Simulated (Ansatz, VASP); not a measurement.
# One calculation of SnO (Romarchite), two programs

The input INCAR:

```
SYSTEM = SnO
  ALGO = Normal
  EDIFF = 1E-6
  ENCUT = 520
  GGA = PE
  ISIF = 2
  ISMEAR = 0
  LASPH = .True.
  LCHARG = .False.
  LREAL = .False.
  LWAVE = .False.
  NBANDS = 28
  NELM = 80
  PREC = Accurate
  SIGMA = 0.01
```

The input KPOINTS:

```
k-points
0
Gamma
  5 5 4
  0 0 0
```

POSCAR

```
SnO
1.0
    3.8485873114      0.0000000000      0.0000000000
    0.0000000000      3.8485873114      0.0000000000
    0.0000000000      0.0000000000      4.9045020420
Sn O
2 2
Direct
    0.5000000000      0.0000000000      0.2369000000
    0.0000000000      0.5000000000      0.7631000000
    0.0000000000      0.0000000000      0.0000000000
    0.5000000000      0.5000000000      0.0000000000
```

Input for Ansatz:

```yaml
crystal:
  lattice:
    - [3.8485873113513254, 0.0, 0.0]
    - [0.0, 3.8485873113513254, 0.0]
    - [0.0, 0.0, 4.904502042012713]
  atoms:
    - { symbol: Sn, position: [0.5, 0.0, 0.2369] }
    - { symbol: Sn, position: [0.0, 0.5, 0.7631] }
    - { symbol: O, position: [0.0, 0.0, 0.0] }
    - { symbol: O, position: [0.5, 0.5, 0.0] }
basis:
  ecutwfc: 500.0
kpoints:
  mp_grid:
    grid: [5, 5, 4]
hamiltonian:
  xc: pbe
scf:
  occupations:
    method: fixed
output:
  stress: true
```

Alike in both runs: task single point; functional PBE; k mesh 5 × 5 × 4; no spin polarisation.

|  | VASP | Ansatz |
| --- | --- | --- |
| version | VASP 6.6.1 | Ansatz 0.2.0 |
| potentials or method | VASP PAW PBE potentials, release 64 (Sn_d, O) | plane waves, PAW |
| plane-wave cutoff (eV) | 520 | 500 |
| occupations | gaussian, width 0.01 eV | fixed |
| valence electrons in the cell | 40 | 40 |

VASP gave:

* pressure (GPa): 1.2
* largest component of the traceless stress (GPa): 0.15

Question: What did Ansatz give for the same quantities?

Answer: Pressure (GPa): 1.0; largest component of the traceless stress (GPa): 0.16.

Caveats: spin-orbit coupling is left out, which moves the levels of the heavy elements; an odd mesh through Γ misses points on the zone boundary, where band edges often lie. As with any semilocal functional, this PBE gap is likely too small.
